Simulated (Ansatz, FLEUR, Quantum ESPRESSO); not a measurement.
MnO: programs and potentials compared

```xyz
2
Lattice="0.0000 2.2239 2.2239 2.2239 0.0000 2.2239 2.2239 2.2239 0.0000" Properties=species:S:1:pos:R:3 pbc="T T T"
Mn    0.0000    0.0000    0.0000
O     2.2239    2.2239    2.2239
```

The cell is a database's computed one, not the measured one.

Alike in all runs: task band structure; functional LDA; k mesh 10 × 10 × 10; occupations fermi-dirac, width 0.05 eV; collinear spin, ferromagnetic start; no spin-orbit coupling. The measured crystal is an antiferromagnetic insulator; the state found here is the runs' own. LDA stands for any of its common fits. Pressure is positive in compression and, in plane waves, holds the error of the finite cutoff, which Ansatz's Pulay term estimates and takes out.

```tsv
program and potentials	plane-wave cutoff (eV)	notes	pressure (GPa)	net moment per atom (μB)
FLEUR, all-electron, FLAPW	-	-	-	2.30
Quantum ESPRESSO, GBRV 1.5 LDA	612	-	-16.64	2.30
Ansatz, JTH PAW LDA	1380	Pulay term of +0.06 GPa included	-16.11	2.30
Ansatz, all-electron LAPW, scalar-relativistic	-	-	-16.55	2.30
Quantum ESPRESSO, PseudoDojo 0.4.1 SR LDA standard	1306	-	-16.00	2.32
```

The pressure spans -16.64 (Quantum ESPRESSO, GBRV 1.5 LDA) to -16.00 GPa (Quantum ESPRESSO, PseudoDojo 0.4.1 SR LDA standard), with all-electron results at -16.55. The net moment per atom spans 2.30 (Ansatz, JTH PAW LDA) to 2.32 μB (Quantum ESPRESSO, PseudoDojo 0.4.1 SR LDA standard), with all-electron results at 2.30. The cell lies far from this level's equilibrium. The state is the one that the start led to, which needn't be the lowest.

The functional is the same throughout but for its coding, so the spread measures potentials, basis and numerics; runs on potential files found faulty are left out.
